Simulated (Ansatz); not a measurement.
# Sr: the cost of one run

Method: DFT PBE, scalar-relativistic, plane waves, PAW, in Ansatz 0.2.0.

2 further runs of the same task are left out: 1 that didn't finish, 1 set aside as unsound or not needed.

## (1) The structure to begin with

It takes space group P6_3/mmc (No. 194, hexagonal). Conventional cell: a = 4.268 Å, b = 4.268 Å, c = 7.013 Å, α = 90.00°, β = 90.00°, γ = 120.00°. Sr (site symmetry -6m2) has 12 Sr at 4.27 to 4.29 Å as nearest neighbours.

As a file:

```xyz
2
Lattice="4.2678 0.0000 0.0000 -2.1339 3.6960 0.0000 0.0000 0.0000 7.0133" Properties=species:S:1:pos:R:3 pbc="T T T"
Sr    0.0000    2.4640    1.7533
Sr    2.1339    1.2320    5.2600
```

This cell was relaxed beforehand with the same method: volume 55.31 Å³/atom, gap on the mesh none (metal).

## (2) What is varied

The energy is mapped over two homogeneous strains (x along [1 0 0], y along [1 2 0], z along [0 0 1] of the conventional cell).

The axes are (1) strain +e along x and -e along y: 5 values from −11.0 %; (2) strain +e along z and -e/2 along x and y: 5 values from −7.0 %.

Nothing else is relaxed (fractional coordinates fixed). Energies count from the relaxed crystal. Points are written as (first, second).

## (3) Grid point (−11.0 %, −7.0 %)

The input, input.yaml:

```yaml
crystal:
  lattice:
    - [3.9476748391, 0.0, 0.0]
    - [-1.9738374196, 4.2319035325, 0.0]
    - [0.0, 0.0, 6.5223838647]
  atoms:
    - { symbol: Sr, position: [0.3333333333, 0.6666666667, 0.25] }
    - { symbol: Sr, position: [0.6666666667, 0.3333333333, 0.75] }
basis:
  ecutwfc: 420
kpoints:
  mp_grid: { grid: [12, 12, 6] }
hamiltonian:
  xc: pbe
scf:
  occupations: { method: gaussian, width: 0.15 }
output:
  forces: true
  stress: true
  eigenvalues: true
```

Launch:

```sh
$ ansatz run input.yaml --threads 1 --pin off --max-ram 2048MiB --backend cpu --events-out ev --progress --plain --runs-dir out
```

**Question.** How long does this run take on 1 thread of Arm Neoverse V1, shared host, and how much memory does it need?

About 12 s, with a peak of 0.47 GiB.
